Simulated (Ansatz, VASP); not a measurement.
# C (Diamond): VASP beside Ansatz

Aim: how closely do two programs agree when they are given the same cell, functional and k mesh? The cell is taken from a series of VASP runs on this material, whose earlier steps may have relaxed, scaled or displaced it; both programs get it as it stands.

Program: Ansatz 0.2.0. Level of theory: plane waves, with VASP 6.6.1 beside it; relaxation of cell and atoms at PBE and relaxation of cell and atoms at HSE06. Results are calculated unless marked as measured.

## (1) Set-up

The structure is cubic, space group Fd-3m (No. 227). The conventional cell has a = 3.573 Å, b = 3.573 Å, c = 3.573 Å, α = 90.00°, β = 90.00°, γ = 90.00°. C has 4 C at 1.55 Å nearest.

## (2) Ansatz: relaxation of cell and atoms, PBE

Ansatz runs on its default PAW (the set named soft_2) files.

The relaxed volume is the usual yardstick between codes: its relative difference is about their pressure difference at one cell divided by the bulk modulus.

input.yaml reads:

```yaml
crystal:
  lattice:
    - [0.0, 1.7866964182, 1.7866964182]
    - [1.7866964182, 0.0, 1.7866964182]
    - [1.7866964182, 1.7866964182, 0.0]
  atoms:
    - { symbol: C, position: [0.75, 0.75, 0.75] }
    - { symbol: C, position: [0.5, 0.5, 0.5] }
hamiltonian:
  xc: pbe
  pseudopotentials: { kind: paw }
kpoints:
  mp_grid: { grid: [10, 10, 10] }
scf:
  occupations: { method: gaussian, width: 0.03 }
relax:
  f_tol: 0.01
  max_steps: 60
  cell: { stress_tol: 0.05 }
output:
  forces: true
  stress: true
```

On the command line:

```bash
ansatz run input.yaml --threads 4 --pin off --max-ram 9216MiB --backend cpu --events-out ev --progress --plain --runs-dir out
```

Numbers of over 12 decimals in the logs are rounded to 6 here.

Log:

```text
Engine: ansatz 0.2.0, x86_64-unknown-linux-gnu
Pseudopotentials: kind: paw
Pseudopotential: C, paw, valence charge 4, recommended cutoff 420 eV (normal), C.paw.azcp
Functional definition: PBE
  parameter kappa = 0.804
  parameter beta = 0.066725
  exchange = pbe_x(kappa = kappa, mu = beta*pi^2/3)
  correlation = pbe_c(beta = beta)
Crystal: 2 atoms, lattice volume = 11.407 Å³
Basis set: ecut = 420 eV, 229 PW (Γ), exchange–correlation on 36×36×36 points (8 copies of the dense FFT grid, shifted against one another)
Bands: 8, of which v1, the nominal top of the filled ones, is band 4 counted from 1 (3 counted from 0)
Symmetry: 48 space group operations
Space group: Fd-3m (ITA 227), of the structure as read, at distance tolerance 2.3e-5 Å
k-points: 47 of 1000
Non-local potential: C, projectors of the file, l = 0: 2, l = 1: 2, l = 2: 1
PAW form: soft (Blöchl's): semilocal exchange-correlation on the pseudo side does not see the compensation charge
PAW one-centre angular grid: C, 110 points (default); XC on 64 Gauss nodes
Initial density: superposition of atomic densities (neutral atoms: chi_scale 0, normalization atom), corrected by the library's trained network
Initial wavefunctions: pseudopotential atomic-orbital guess
Functional: x = pbe(κ = 0.804, μ = 0.219515), c = pbe(β = 0.066725)
SCF iter   1: F=—  HF=-501.615556 eV  |F-HF|=—  |Δ(HF+E_count)|=         —  Δρ=1.80e-3  dr2=1.15e-4  ethr=1.77e-3  ⟨swp⟩=4.9  Hψ=2449  notcnv=0
preconditioner: auto → none  [insulator: Δε(μ)=4.175 eV  Ē_g=19.549 eV  σ=0.030 eV  W_gap=1.00  n_scr=0 (ndim 8)  ℏωp=31.1 eV  f_vac=0.000  D(μ)=0.00/eV (n_scr^D=0)  ε∞_Penn≈3.5]
SCF iter   2: F=—  HF=-501.615662 eV  |F-HF|=—  |Δ(HF+E_count)|=   1.07e-4  Δρ=9.20e-4  dr2=2.99e-5  ethr=1.44e-6  ⟨swp⟩=2.2  Hψ=909  notcnv=0
SCF iter   3: F=—  HF=-501.615709 eV  |F-HF|=—  |Δ(HF+E_count)|=   4.64e-5  Δρ=1.31e-4  dr2=1.23e-6  ethr=3.74e-7  ⟨swp⟩=2.1  Hψ=554  notcnv=0
SCF iter   4: F=—  HF=-501.615708 eV  |F-HF|=—  |Δ(HF+E_count)|=   4.33e-7  Δρ=5.41e-5  dr2=1.67e-7  ethr=1.53e-8  ⟨swp⟩=1.9  Hψ=516  notcnv=0
iter 5 did not close the SCF: its close was put off for the readings that it lacked (scf_convergence_deferred on its scf_iter line)
SCF iter   5: F=-501.615708 eV  HF=-501.615708 eV  |F-HF|=2.70e-10  |Δ(HF+E_count)|=   1.05e-8  Δρ=1.28e-6  dr2=7.82e-11  ethr=2.09e-9  ⟨swp⟩=2.5  Hψ=573  notcnv=0
SCF iter   6: F=-501.615708 eV  HF=-501.615708 eV  |F-HF|=3.87e-12  |Δ(HF+E_count)|=  2.82e-10  Δρ=1.78e-7  dr2=2.65e-12  ethr=1.00e-12  ⟨swp⟩=1.0  Hψ=1113  notcnv=0
SCF 1 converged in 6 iterations: F = -501.615708 eV  dr2 = 2.65e-12
  greatest PAW one-centre occupation: 0.643 electrons in one spin orbital (limit 2), on the C atom at site 1 (counted from 0), in its partial waves of l = 0
relax step   1: F+E_penalty+E_count = -501.61570819 eV  Δ(F+E_penalty+E_count) = +0.000e0 eV  max|allowed force component| = 1.850e-17 eV/Å  Δτ_max = 0.0000 Å  P = -0.666 GPa  Ω = 11.407 Å³  (6 SCF iters, dr2 threshold 1.00e-7 eV, accepted)
[...]
relax step   2: F+E_penalty+E_count = -501.61580576 eV  Δ(F+E_penalty+E_count) = -9.757e-5 eV  max|allowed force component| = 1.550e-16 eV/Å  Δτ_max = 0.0000 Å  P = -0.257 GPa  Ω = 11.397 Å³  energy of the carried Pulay correction = +6.715e-5 eV  (6 SCF iters, dr2 threshold 2.00e-7 eV, accepted)
[...]
relax step   3: F+E_penalty+E_count = -501.61585324 eV  Δ(F+E_penalty+E_count) = -4.748e-5 eV  max|allowed force component| = 7.401e-17 eV/Å  Δτ_max = 0.0000 Å  P = +0.000 GPa  Ω = 11.390 Å³  energy of the carried Pulay correction = +1.093e-4 eV  (6 SCF iters, dr2 threshold 1.65e-7 eV, accepted)
[...]
relax step   4: F+E_penalty+E_count = -501.61561007 eV  Δ(F+E_penalty+E_count) = +2.432e-4 eV  max|allowed force component| = 8.789e-17 eV/Å  Δτ_max = 0.0000 Å  P = -0.019 GPa  Ω = 11.390 Å³  stress off target by 1.88e-2 GPa  SCF on the basis re-selected at this cell (its energy is not comparable with the rows above)  (7 SCF iters)
basis re-selected at this cell: Δ(F+E_penalty+E_count) = +2.432e-4 eV, ΔP = -0.019 GPa vs the last step (what re-selecting the basis moved, of the pressure what is left beyond the Pulay correction that the steps carried, after the strain that the cell walked since its last selection, with what the two solves' SCF thresholds leave and, on support functions, any second-order correction that the steps lacked; it is no m [...]
SCF converged after 7 iterations
Free energy (F): -501.615610 eV
Harris-Foulkes:  -501.615610 eV  (|F-HF|=1.14e-13)
Internal energy: -501.615610 eV  (E = F + TS)
E sigma→0 (E₀):  -501.615610 eV
Fermi energy:    15.327588 eV
--- Per-component energies (eV) ---
  E_band       = 34.319152
  E_kinetic    = 184.255929
  E_local      = -122.698343  (includes V_loc(G=0)·N_el)
  E_nonlocal   = 53.266262
  E_hartree    = 26.825862
  E_xc         = -97.358451
  E_vxc        = -120.861250  (∫ρ·V_xc dr)
  E_paw        = -198.418807  (= ΣΔE_a)
  E_vpaw       = -13.295189  (= ΣTr[D̂ρ^β])
  E_aug_tail   = 0.000018  (compensation charges beyond the density's cutoff)
  E_ewald      = -347.488081
  E_smearing   = -0.000000  (= −TS)
  E_closure    = 0.000000  (closes the sum)
  Σ components = -501.615610   (vs F -501.615610, Δ=0.00e0)
--- Forces (eV/Å), atoms counted from 1 ---
  atom   1  C      0.00000000    -0.00000000     0.00000000
  atom   2  C      0.00000000     0.00000000    -0.00000000
  max |Σ_I F_I| component: 5.55e-17 eV/Å
--- Stress (GPa, compression-positive) ---
       -0.018764      -0.000000      -0.000000
       -0.000000      -0.018764      -0.000000
       -0.000000      -0.000000      -0.018764
  P = ⅓ Tr σ = -0.0188 GPa (-0.188 kbar)
--- Relaxed structure (3 steps of the walk, 3 accepted, 1 SCFs on fresh bases) ---
  F+E_penalty+E_count = -501.61561007 eV   max|allowed force component| = 8.789e-17 eV/Å   (the final SCF, on the basis selected at the relaxed cell)
  cell:  # Å, volume = 11.3901 Å³
    - [0, 1.785799, 1.785799]
    - [1.785799, 0, 1.785799]
    - [1.785799, 1.785799, 0]
  atoms:
    - { symbol: C, position: [0.75, 0.75, 0.75] }
    - { symbol: C, position: [0.500000, 0.500000, 0.500000] }
```

Wall time 0.68 s (4 threads of Intel Xeon at 2.60GHz (Ice Lake), shared host); peak memory 0.33 GiB; 1.7 s of CPU time.

## (3) VASP: relaxation of cell and atoms, PBE

The same cell, functional, mesh and smearing now go to VASP, with its own data sets and cutoff.

Lines of VASP's logs that name or quote its potential files are left out, and so is its time.

INCAR reads:

```
SYSTEM = C
PREC = Accurate
ENCUT = 520
EDIFF = 1E-06
NELM = 100
ISMEAR = 0
SIGMA = 0.03
LREAL = .FALSE.
ALGO = Normal
GGA = PE
NBANDS = 10
LORBIT = 11
LWAVE = .FALSE.
LCHARG = .FALSE.
KPAR = 4
IBRION = 2
NSW = 50
ISIF = 3
EDIFFG = -0.006
```

POSCAR reads:

```
C
1.0
    0.0000000000      1.7866964182      1.7866964182
    1.7866964182      0.0000000000      1.7866964182
    1.7866964182      1.7866964182      0.0000000000
C
2
Direct
    0.7500000000      0.7500000000      0.7500000000
    0.5000000000      0.5000000000      0.5000000000
```

KPOINTS reads:

```
Automatic mesh
0
Gamma
10 10 10
0 0 0
```

PAW data sets: C (PBE family, release 64).

On the command line:

```bash
mpirun -np 4 vasp_std
```

Log:

```text
[banner, memory and clock lines left out]
running    4 mpi-ranks, on    1 nodes
 distrk:  each k-point on    1 cores,    4 groups
 distr:  one band on    1 cores,    1 groups

 POSCAR found type information on POSCAR C
 POSCAR found :  1 types and       2 ions
 LDA part: xc-table for (Slater+PW92), standard interpolation
 POSCAR, INCAR and KPOINTS ok, starting setup
 FFT: planning ... GRIDC
 FFT: planning ... GRID_SOFT
 FFT: planning ... GRID
 WAVECAR not read
 entering main loop
       N       E                     dE             d eps       ncg     rms          rms(c)
DAV:   1     0.578361890972E+00    0.57836E+00   -0.48252E+03  1004   0.763E+02
DAV:   2    -0.185012371463E+02   -0.19080E+02   -0.18642E+02  1336   0.130E+02
DAV:   3    -0.188132472404E+02   -0.31201E+00   -0.31155E+00  1108   0.132E+01
DAV:   4    -0.188138321484E+02   -0.58491E-03   -0.58489E-03   998   0.674E-01
DAV:   5    -0.188138329358E+02   -0.78737E-06   -0.78736E-06  1060   0.238E-02    0.552E+00
DAV:   6    -0.183425744946E+02    0.47126E+00   -0.26294E-01   978   0.384E+00    0.330E+00
DAV:   7    -0.181839559224E+02    0.15862E+00   -0.31824E-01  1018   0.428E+00    0.751E-01
DAV:   8    -0.181856928526E+02   -0.17369E-02   -0.77257E-03   966   0.704E-01    0.432E-02
DAV:   9    -0.181857288141E+02   -0.35961E-04   -0.67283E-05  1132   0.694E-02    0.238E-02
DAV:  10    -0.181857487128E+02   -0.19899E-04   -0.15808E-05   968   0.381E-02    0.508E-03
DAV:  11    -0.181857487484E+02   -0.35598E-07   -0.19919E-07   840   0.443E-03
   1 F= -.18185749E+02 E0= -.18185749E+02  d E =-.181857E+02
 curvature:   0.00 expect dE= 0.000E+00 dE for cont linesearch  0.000E+00
 trial: gam= 0.00000 g(F)=  0.330E-47 g(S)=  0.946E-08 ort = 0.000E+00 (trialstep = 0.100E+01)
 search vector abs. value=  0.956E-08
 reached required accuracy - stopping structural energy minimisation
```

Parts of OUTCAR (step 3):

```text
ion  position               nearest neighbor table
   1  0.750  0.750  0.750-   2 1.55   2 1.55   2 1.55   2 1.55
   2  0.500  0.500  0.500-   1 1.55   1 1.55   1 1.55   1 1.55

  LATTYP: Found a face centered cubic cell.
 ALAT       =     3.5733928364

 Subroutine GETGRP returns: Found 48 space group operations
 (whereof 24 operations were pure point group operations)

The static configuration has the point symmetry T_d .
 The point group associated with its full space group is O_h .

 Found     47 irreducible k-points:

   k-points           NKPTS =     47   k-points in BZ     NKDIM =     47   number of bands    NBANDS=     10

   dimension x,y,z NGX =    20 NGY =   20 NGZ =   20
   dimension x,y,z NGXF=    40 NGYF=   40 NGZF=   40

   ENCUT  =  520.0 eV  38.22 Ry    6.18 a.u.   4.70  4.70  4.70*2*pi/ulx,y,z

   NELECT =       8.0000    total number of electrons

 k-points in reciprocal lattice and weights: Automatic mesh
   0.00000000  0.00000000  0.00000000       0.001
   0.10000000  0.00000000  0.00000000       0.008
   0.20000000  0.00000000  0.00000000       0.008
   0.30000000  0.00000000  0.00000000       0.008
   0.40000000  0.00000000  0.00000000       0.008
   0.50000000  0.00000000  0.00000000       0.004
   0.10000000  0.10000000  0.00000000       0.006
   0.20000000  0.10000000  0.00000000       0.024
   0.30000000  0.10000000  0.00000000       0.024
[...]
-0.30000000  0.40000000  0.20000000       0.024
  -0.30000000  0.50000000  0.20000000       0.012

 average (electrostatic) potential at core
       1 -45.4629       2 -45.4629

 E-fermi :   9.9082

 k-point     1 :       0.0000    0.0000    0.0000
  band No.  band energies     occupation
      1     -11.7530      2.00000
      2       9.6492      2.00000
      3       9.6492      2.00000
      4       9.6492      2.00000
      5      15.2239      0.00000
      6      15.2239      0.00000
      7      15.2239      0.00000
      8      22.8534      0.00000
      9      28.8718      0.00000
    ...

 k-point     2 :       0.1000    0.0000    0.0000
  band No.  band energies     occupation
      1     -11.4771      2.00000
      2       7.9811      2.00000
      3       9.2057      2.00000
      4       9.2057      2.00000
      5      15.8067      0.00000
      6      15.8067      0.00000
      7      16.1588      0.00000
      8      23.0966      0.00000
      9      29.3164      0.00000
    ...

 k-point     3 :       0.2000    0.0000    0.0000
  band No.  band energies     occupation
      1     -10.6548      2.00000
      2       4.7886      2.00000
      3       8.3343      2.00000
      4       8.3343      2.00000
      5      16.9320      0.00000
      6      16.9320      0.00000
      7      17.3478      0.00000
      8      23.7722      0.00000
      9      30.0815      0.00000
    ...

  Total        0.0003616      0.0003616      0.0003616     -0.0000000      0.0000000     -0.0000000
  in kB        0.0507877      0.0507877      0.0507877     -0.0000000      0.0000000     -0.0000000
  external PRESSURE =       0.0507877 kB  Pullay stress =       0.0000000 kB

  energy-cutoff  :      520.00
  volume of cell :       11.41
      direct lattice vectors                 reciprocal lattice vectors
     0.000000000  1.786696418  1.786696418    -0.279846086  0.279846086  0.279846086
     1.786696418  0.000000000  1.786696418     0.279846086 -0.279846086  0.279846086
     1.786696418  1.786696418  0.000000000     0.279846086  0.279846086 -0.279846086

 POSITION                                       TOTAL-FORCE (eV/Angst)
 -----------------------------------------------------------------------------------
      2.68004      2.68004      2.68004        -0.000000     -0.000000     -0.000000
      1.78670      1.78670      1.78670         0.000000      0.000000      0.000000
 -----------------------------------------------------------------------------------
    total drift:                                0.000000     -0.000000      0.000000

  FREE ENERGIE OF THE ION-ELECTRON SYSTEM (eV)
  ---------------------------------------------------
  free  energy   TOTEN  =       -18.1857487484 eV

  energy  without entropy=      -18.1857487484  energy(sigma->0) =      -18.18574875

 reached required accuracy - stopping structural energy minimisation

 total charge
# of ion       s       p       d       tot
------------------------------------------
    1        0.828   1.742   0.000   2.570
    2        0.828   1.742   0.000   2.570
--------------------------------------------------
tot          1.657   3.484   0.000   5.141

[... 3 further parts left out ...]
```

CONTCAR:

```
C
   1.00000000000000
     0.0000000000000000    1.7866964182000000    1.7866964182000000
     1.7866964182000000    0.0000000000000000    1.7866964182000000
     1.7866964182000000    1.7866964182000000    0.0000000000000000
  C
     2
Direct
     0.7500000000000000    0.7500000000000000    0.7500000000000000
     0.5000000000000000    0.5000000000000000    0.5000000000000000
```

## (4) Side by side

Known differences besides the potentials themselves: both relaxations stop at a tolerance, which leaves soft axes loose, and VASP keeps its plane-wave basis; the cutoff is 420 eV in Ansatz and 520 eV in VASP; VASP leaves aspherical gradient terms in its spheres out (LASPH is not set), Ansatz keeps them; Ansatz adds a Pulay correction to the stress that steers its cell, VASP none. Total energies have different zeros and are not compared.

Compared:

| quantity | Ansatz | VASP | difference |
| --- | --- | --- | --- |
| volume (Å³) | 11.39 | 11.41 | -0.15 % |
| edge a after relaxation, in the typed setting (Å) | 2.526 | 2.527 | -0.05 % |

The walks stopped with -0.02 GPa left in Ansatz and 0.01 GPa in VASP; each walk ends within a tolerance, so the volume difference is uncertain by about these residues over the bulk modulus, most in soft cells.

(Part 1 of 2 ends here.)

[Lines on the potential files, build, host, timing and source positions are cut from VASP's logs without a mark.]

[Logs are printed without paths, hosts, clocks, repeated set-up lines and the standing remarks that a program may print on its own settings, such as how far it seeks lower states.]

[Hosts, paths, dates, database ids (printed as entryN), source tags and the programs' standing remarks are cut or masked in the printed files.]
